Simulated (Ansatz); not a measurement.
# AlN (P6_3mc):Mo_Al, thermodynamic levels from a 72-atom cell, part 2 of 2

Aim: at which Fermi levels does Mo_Al in AlN (P6_3mc) change its charge? The model is a cell of 72 host atoms with 1 Al taken out and 1 Mo put in.

Ansatz; place-levels on r2SCAN runs: charge-transition levels and formation energies with image-charge correction and potential alignment at the atomic sites; PAW set soft_1.

So far: The starting structure; Charge states.

## Step 3: place-levels, r2SCAN

A charged cell interacts with its images and the background, and its potential has another zero than the host's. place-levels removes the first by a point-charge model, screened by the static dielectric constant since the ions have relaxed around the charge, and the second by comparing potentials at atoms far from the defect.

The host is a run of the defect-free crystal in the same cutoffs, grids and k-points, so that basis and sampling errors cancel in part in the differences. The host is run in a cell of 8 atoms on a matching mesh. Its band edges are searched through the zone by a band path, so the gap is smaller than, or equal to, that on the mesh. Chemical potentials are energies per atom of Al (fcc) and Mo (bcc), run with the same functional and cutoff.

levels.point.yaml

```yaml
host:
  run: host.point.run
states: [qm1.point.run, qm1_M4.point.run, qm1_M2.point.run, q0_M1.point.run, q0_M3.point.run, qp1.point.run, qp1_M2.point.run, qp2_M1.point.run]
geometry_from:
  qm1.point.run: qm1.relax.run
  qm1_M4.point.run: qm1_M4.relax.run
  qm1_M2.point.run: qm1_M2.relax.run
  q0_M1.point.run: q0_M1.relax.run
  q0_M3.point.run: q0_M3.relax.run
  qp1.point.run: qp1.relax.run
  qp1_M2.point.run: qp1_M2.relax.run
  qp2_M1.point.run: qp2_M1.relax.run
  host.point.run: host.relax.run
chemical_potentials:
  Al:
    energy: -540.418346
    dataset: <sha256 of the dataset>
  Mo:
    energy: -4967.627126
    dataset: "<sha256 of the dataset>"
epsilon: [4.49, 4.49, 4.72]
static_epsilon: [8.15, 8.15, 9.65]
vertical:
  - { from: qm1.point.run, to: qm1.point_neutral.run }
  - { from: qm1_M4.point.run, to: qm1_M4.point_neutral.run }
  - { from: qm1_M2.point.run, to: qm1_M2.point_neutral.run }
  - { from: qp1.point.run, to: qp1.point_neutral.run }
  - { from: qp1_M2.point.run, to: qp1_M2.point_neutral.run }
  - { from: qp2_M1.point.run, to: qp2_M1.point_neutral.run }
```

On the command line:

```bash
ansatz place-levels levels.point.yaml -- --threads 4 --pin off --max-ram 15073MiB
```

Log:

```text
[... repeated set-up lines and file paths are left out, and long positions are rounded to six places ...]
(+2/+1) 1.147 eV above the valence edge, 3.731 eV under the conduction edge
(+1/0) 3.301 eV above the valence edge, 1.577 eV under the conduction edge
(0/-1) 3.864 eV above the valence edge, 1.014 eV under the conduction edge
formation energy of charge +2: +1.385 eV with the Fermi level at the valence edge
formation energy of charge +1: +2.532 eV with the Fermi level at the valence edge
formation energy of charge 0: +5.832 eV with the Fermi level at the valence edge
formation energy of charge -1: +9.696 eV with the Fermi level at the valence edge
vertical -1 to 0: no energy, since no alignment is typed
  the change from vertical[0].from (qm1.point.run) to vertical[0].to (qm1.point_neutral.run): by its potential at epsilon [4.49, 4.49, 4.72] it stands at 0.466 0.536 0.417, with an rms radius of about 1.6 Å (0.8 0.8 1.0 Å across the planes of the cell's [...]
vertical -1 to 0: no energy, since no alignment is typed
  the change from vertical[1].from (qm1_M4.point.run) to vertical[1].to (qm1_M4.point_neutral.run): by its potential at epsilon [4.49, 4.49, 4.72] it stands at 0.390 0.494 0.504, with an rms radius of about 1.9 Å (1.3 1.3 0.4 Å across the planes of the cell's [...]
vertical -1 to 0: no energy, since no alignment is typed
  the change from vertical[2].from (qm1_M2.point.run) to vertical[2].to (qm1_M2.point_neutral.run): by its potential at epsilon [4.49, 4.49, 4.72] it stands at 0.458 0.481 0.508, with an rms radius of about 1.9 Å (1.2 1.4 0.5 Å across the planes of the cell's [...]
vertical +1 to 0: no energy, since no alignment is typed
  the change from vertical[3].from (qp1.point.run) to vertical[3].to (qp1.point_neutral.run): by its potential at epsilon [4.49, 4.49, 4.72] it stands at 0.497 0.550 0.468, with an rms radius of about 1.6 Å (0.7 1.1 0.9 Å across the planes of the cell's [...]
vertical +1 to 0: no energy, since no alignment is typed
  the change from vertical[4].from (qp1_M2.point.run) to vertical[4].to (qp1_M2.point_neutral.run): by its potential at epsilon [4.49, 4.49, 4.72] it stands at 0.464 0.537 0.493, with an rms radius of about 1.7 Å (1.0 1.0 0.9 Å across the planes of the cell's [...]
vertical +2 to 0: no energy, since no alignment is typed
  the change from vertical[5].from (qp2_M1.point.run) to vertical[5].to (qp2_M1.point_neutral.run): by its potential at epsilon [4.49, 4.49, 4.72] it stands at 0.467 0.534 0.498, with an rms radius of about 1.7 Å (1.0 1.0 1.0 Å across the planes of the cell's [...]
  edges by r2scan, gap 4.878 eV; the host is sampled to repeats of 18.64 Å
  the defect's cells are sampled to repeats of 18.64 Å, like sampling
  charge +2: -37865.1724 eV with its correction of +1.597 eV, at epsilon [8.15, 8.15, 9.65], aligned at sites: +0.2731 eV, mean over 33 atomic sites at or beyond 4.66 Å from the host's site at [0.4444, 0.5556, 0.4997] by the defect at [0.4444, 0.5556, [...]
  charge +1: -37857.1072 eV with its correction of +0.541 eV, at epsilon [8.15, 8.15, 9.65], aligned at sites: +0.2782 eV, mean over 33 atomic sites at or beyond 4.66 Å from the host's site at [0.4444, 0.5556, 0.4997] by the defect at [0.4444, 0.5556, [...]
  charge 0: +0.000 eV for its dipole among its images, +0.000 omitted
  charge -1: -37836.1064 eV with its correction of -0.054 eV, at epsilon [8.15, 8.15, 9.65], aligned at sites: +0.3165 eV, mean over 33 atomic sites at or beyond 4.66 Å from the host's site at [0.4444, 0.5556, 0.4997] by the defect at [0.4444, 0.5556, [...]
  charge +1: states[5] (qp1.point.run) stands 0.989 eV higher, with a moment of 0.00 μB against 2.00
  charge 0: states[3] (q0_M1.point.run) stands 0.033 eV higher, with a moment of 1.00 μB against 3.00
  charge -1: states[0] (qm1.point.run) stands 0.174 eV higher, with a moment of 0.00 μB against 4.00
  charge -1: states[2] (qm1_M2.point.run) stands 0.389 eV higher, with a moment of 2.00 μB against 4.00
  of states[7] (qp2_M1.point.run): it parts from the run that its charge is read beside by 2 carriers, of which the mean alone is read, by its potential at epsilon [4.49, 4.49, 4.72], taken for that of held ions (one typed too small widens it): that is [...]
  of states[6] (qp1_M2.point.run): stability_check_not_made
  of states[4] (q0_M3.point.run): its displacements don't fall off away from the defect: farther atoms stand 0.011 Å off the host's places. [...]
  of states[1] (qm1_M4.point.run): its displacements don't fall off away from the defect: farther atoms stand 0.013 Å off the host's places. [...]
  of states[5] (qp1.point.run): its displacements don't fall off away from the defect: farther atoms stand 0.013 Å off the host's places. [...]
  of states[3] (q0_M1.point.run): its displacements don't fall off away from the defect: farther atoms stand 0.012 Å off the host's places. [...]
  of states[0] (qm1.point.run): its displacements don't fall off away from the defect: farther atoms stand 0.012 Å off the host's places. [...]
  of states[2] (qm1_M2.point.run): it parts from the run at its places by a charge that spreads by about 1.4 Å along one vector (1.4 Å or more is wide), by its potential at epsilon [4.49, 4.49, 4.72], taken for that of held ions (one typed too small widens [...]
  of vertical[0].from (qm1.point.run): its displacements don't fall off away from the defect: farther atoms stand 0.012 Å off the host's places. [...]
  of vertical[0].to (qm1.point_neutral.run): its displacements don't fall off away from the defect: farther atoms stand 0.012 Å off the host's places. [...]
  of vertical[1].from (qm1_M4.point.run): its displacements don't fall off away from the defect: farther atoms stand 0.013 Å off the host's places. [...]
  of vertical[1].to (qm1_M4.point_neutral.run): its displacements don't fall off away from the defect: farther atoms stand 0.013 Å off the host's places. [...]
  of vertical[2].from (qm1_M2.point.run): its displacements don't fall off away from the defect: farther atoms stand 0.015 Å off the host's places. [...]
  of vertical[2].to (qm1_M2.point_neutral.run): its displacements don't fall off away from the defect: farther atoms stand 0.015 Å off the host's places. [...]
  of vertical[3].from (qp1.point.run): its displacements don't fall off away from the defect: farther atoms stand 0.013 Å off the host's places. [...]
  of vertical[3].to (qp1.point_neutral.run): its displacements don't fall off away from the defect: farther atoms stand 0.013 Å off the host's places. [...]
  of vertical[4].from (qp1_M2.point.run): stability_check_not_made
  of vertical[4].to (qp1_M2.point_neutral.run): stability_check_not_made
  of vertical[5].from (qp2_M1.point.run): its displacements don't fall off away from the defect: farther atoms stand 0.011 Å off the host's places. [...]
  of vertical[5].to (qp2_M1.point_neutral.run): its displacements don't fall off away from the defect: farther atoms stand 0.011 Å off the host's places. [...]
```

Wall time 1.1 s (4 threads of Arm Neoverse V1, shared host).

Levels between the charges placed, in eV above the valence top:

|  | gap (eV) | (+2/+1) | (+1/0) | (0/−1) |
| --- | --- | --- | --- | --- |
| r2SCAN | 4.88 | 1.15 | 3.30 | 3.86 |

Corrections by state:

| charge | moment (μB) | image terms and alignment (eV) | band filling (eV) | ε used | over the lowest of its charge, as the program ranks them, band filling apart (eV) |
| --- | --- | --- | --- | --- | --- |
| +2 | 1.0 | 1.597 | - | principal values (8.15, 8.15, 9.65) | 0.000 |
| +1 | 2.0 | 0.541 | - | principal values (8.15, 8.15, 9.65) | 0.000 |
| 0 | 3.0 | 0.000 | - | - | 0.000 |
| −1 | 4.0 | -0.054 | - | principal values (8.15, 8.15, 9.65) | 0.000 |
| +1 | 0.0 | 0.539 | - | principal values (8.15, 8.15, 9.65) | 0.989 |
| 0 | 1.0 | 0.000 | - | - | 0.033 |
| −1 | 0.0 | -0.025 | - | principal values (8.15, 8.15, 9.65) | 0.174 |
| −1 | 2.0 | -0.057 | - | principal values (8.15, 8.15, 9.65) | 0.389 |

The charged structures listed were also run neutral, and place-levels reads from each pair, by the potential or the spins, how wide the charge is by which they differ; that can be the carrier of either run.

| charge | rms radius (Å) | spread where it is widest against the cell (Å) | wide from (Å) | reading |
| --- | --- | --- | --- | --- |
| +2 | 1.7 | 1.01 | 1.40 | narrow |
| +1 | 1.7 | 1.01 | 1.40 | narrow |
| −1 | 1.9 | 1.32 | 1.40 | narrow |

The neutral runs of these pairs need not share the spin of the lowest neutral state, and very wide values only mean spread over the cell.

From the program's caveats on the states, each cut to its opening words:

- charge +2 (1 μB): it parts from the run that its charge is read beside by 2 carriers, of which the mean alone is read, by its potential at epsilon [4.49, 4.49, 4.72], taken for [...]
- charge +2 (1 μB): its alignment with the host at atomic sites is doubtful: the mean over the far sites moves by -0.0518 eV from their farther parts to their nearer, more than [...]
- charge +2 (1 μB), 0 (3 μB): its displacements don't fall off away from the defect: farther atoms stand 0.011 Å off the host's places
- charge +2 (1 μB), +1 (2 μB), 0 (3 μB), −1 (4 μB), 0 (1 μB), −1 (2 μB): flagged: stability check not made
- charge −1 (4 μB), +1: its displacements don't fall off away from the defect: farther atoms stand 0.013 Å off the host's places
- charge 0 (1 μB), −1: its displacements don't fall off away from the defect: farther atoms stand 0.012 Å off the host's places
- charge −1 (2 μB): it parts from the run at its places by a charge that spreads by about 1.4 Å along one vector (1.4 Å or more is wide), by its potential at epsilon [4.49, 4.49, [...]
- charge −1 (2 μB): its displacements don't fall off away from the defect: farther atoms stand 0.015 Å off the host's places

The host's formation energy from the elements is -1.627 eV per atom; it sets how far the chemical potentials can move.

Limit set by the element alone; other compounds of these elements are not counted. Chemical potentials from the elements' reference states: Al 0.00 eV, N -3.25 eV, Mo 0.00 eV. Formation energies (Al-rich), with the Fermi level at the valence top and at the conduction bottom (gap 4.88 eV):

| charge | at valence top (eV) | at conduction bottom (eV) | correction included (eV) |
| --- | --- | --- | --- |
| +2 | 1.38 | 11.14 | 1.60 |
| +1 | 2.53 | 7.41 | 0.54 |
| 0 | 5.83 | 5.83 | 0.00 |
| −1 | 9.70 | 4.82 | -0.05 |

| Fermi level (eV) | lowest formation energy (eV) |
| --- | --- |
| 0.00 | 1.38 |
| 0.44 | 2.27 |
| 0.89 | 3.16 |
| 1.33 | 3.86 |
| 1.77 | 4.30 |
| 2.22 | 4.75 |
| 2.66 | 5.19 |
| 3.11 | 5.64 |
| 3.55 | 5.83 |
| 3.99 | 5.70 |
| 4.43 | 5.26 |
| 4.88 | 4.82 |

Limit set by the element alone; other compounds of these elements are not counted. Chemical potentials from the elements' reference states: N 0.00 eV, Al -3.25 eV, Mo 0.00 eV. Formation energies (N-rich), with the Fermi level at the valence top and at the conduction bottom (gap 4.88 eV):

| charge | at valence top (eV) | at conduction bottom (eV) | correction included (eV) |
| --- | --- | --- | --- |
| +2 | -1.87 | 7.89 | 1.60 |
| +1 | -0.72 | 4.16 | 0.54 |
| 0 | 2.58 | 2.58 | 0.00 |
| −1 | 6.44 | 1.56 | -0.05 |

(Fermi level (eV), lowest formation energy (eV)): (0.00, -1.87), (0.44, -0.98), (0.89, -0.10), (1.33, 0.61), (1.77, 1.05), (2.22, 1.49), (2.66, 1.94), (3.11, 2.38), (3.55, 2.58), (3.99, 2.45), (4.43, 2.01), (4.88, 1.56)

## Step 4: Effect of the sampling

The relaxations' own energies give the levels at their sampling, for comparison.

levels.relax_mesh.yaml

```yaml
host:
  run: host.relax.run
states: [qm1.relax.run, qm1_M4.relax.run, qm1_M2.relax.run, q0_M1.relax.run, q0_M3.relax.run, qp1.relax.run, qp1_M2.relax.run, qp2_M1.relax.run]
chemical_potentials:
  Al:
    energy: -540.418346
    dataset: <sha256 of the dataset>
  Mo:
    energy: -4967.627126
    dataset: "<sha256 of the dataset>"
```

On the command line:

```bash
ansatz place-levels levels.relax_mesh.yaml -- --threads 4 --pin off --max-ram 15073MiB
```

Log:

```text
(+2/+1) 1.199 eV above the valence edge, 3.687 eV under the conduction edge
(+1/0) 3.234 eV above the valence edge, 1.652 eV under the conduction edge
(0/-1) 3.869 eV above the valence edge, 1.017 eV under the conduction edge
formation energy of charge +2: +1.482 eV with the Fermi level at the valence edge
formation energy of charge +1: +2.681 eV with the Fermi level at the valence edge
formation energy of charge 0: +5.915 eV with the Fermi level at the valence edge
formation energy of charge -1: +9.784 eV with the Fermi level at the valence edge
  edges by r2scan, gap 4.886 eV; the host is sampled to repeats of 13.64 Å
[... the lines on each state left out ...]
```

Run time: 0.29 s. Hardware: 4 threads.

Levels between neighbouring charges, in eV above the valence top:

|  | gap (eV) | (+2/+1) | (+1/0) | (0/−1) |
| --- | --- | --- | --- | --- |
| one point at (¼, ¼, ¼) | 4.89 | 1.20 | 3.23 | 3.87 |
| a 2×2×2 shifted mesh | 4.88 | 1.15 | 3.30 | 3.86 |

Going from one point at (¼, ¼, ¼) to a 2×2×2 shifted mesh moves the levels that carry no band-filling term by up to 0.07 eV and formation energies against the elements by up to 0.15 eV.

## Step 5: Summary of results

```yaml
gap_of_the_host: 4.88 eV (r2SCAN)
level_plus_2_plus_1: 1.15 eV above the valence top
level_plus_1_over_0: 3.30 eV above the valence top
level_0_minus_1: 3.86 eV above the valence top
lowest_of_the_charges_placed_just_above_the_valence_top_0p02_ev: +2
lowest_of_the_charges_placed_just_below_the_conduction_bottom_0p02_ev: −1
lowest_formation_energy_at_mid_gap_of_the_charges_run_al_rich: 4.97 eV
lowest_formation_energy_at_mid_gap_of_the_charges_run_n_rich: 1.72 eV
```

In words: Of the charges placed (−1, 0, +1 and +2), the lowest changes at 1.15 eV (+2/+1), 3.30 eV (+1/0) and 3.86 eV (0/−1) above the valence top, in a gap of 4.88 eV. Charges above +2 and below −1 were not placed, so these runs say nothing of levels that involve them. States placed: +2 at 1 μB; +1 at 2 μB and 0 μB; 0 at 3 μB and 1 μB; −1 at 4 μB, 0 μB and 2 μB. Other spin states or structures, where not listed, weren't placed. Corrections reach 1.6 eV, so the cell is small for these charges and their levels are rough. Mo is taken at its element; compounds, which aren't counted here, bound the chemical potentials and would shift these formation energies. Going from one point at (¼, ¼, ¼) to a 2×2×2 shifted mesh moves the levels that carry no band-filling term by up to 0.07 eV and formation energies against the elements by up to 0.15 eV. The program doubts the alignment of potentials for at least one state, a sign that the cell is small. Keep in mind: r2SCAN makes the gap too small and tends to spread out bound carriers; where a gas molecule sets a chemical potential or the host's formation energy, its binding is uncorrected; force components of up to 0.18 eV/Å remain in a run at the final settings.

[Logs are printed without paths, hosts, clocks, repeated set-up lines and the standing remarks that a program may print on its own settings, such as how far it seeks lower states.]

[Hosts, paths, dates, database ids (printed as entryN), source tags and the programs' standing remarks are cut or masked in the printed files.]

[Where a table of states has a column of steps, it counts the stored structures, which are thinned; the runs took as many ionic steps or more.]

[A defect's name tells the site on which it was built; relaxed atoms can leave that site.]

[For some hosts the program warned that the k-mesh of the response run may be too coarse for force constants and the static dielectric constant; such warnings are not shown here.]
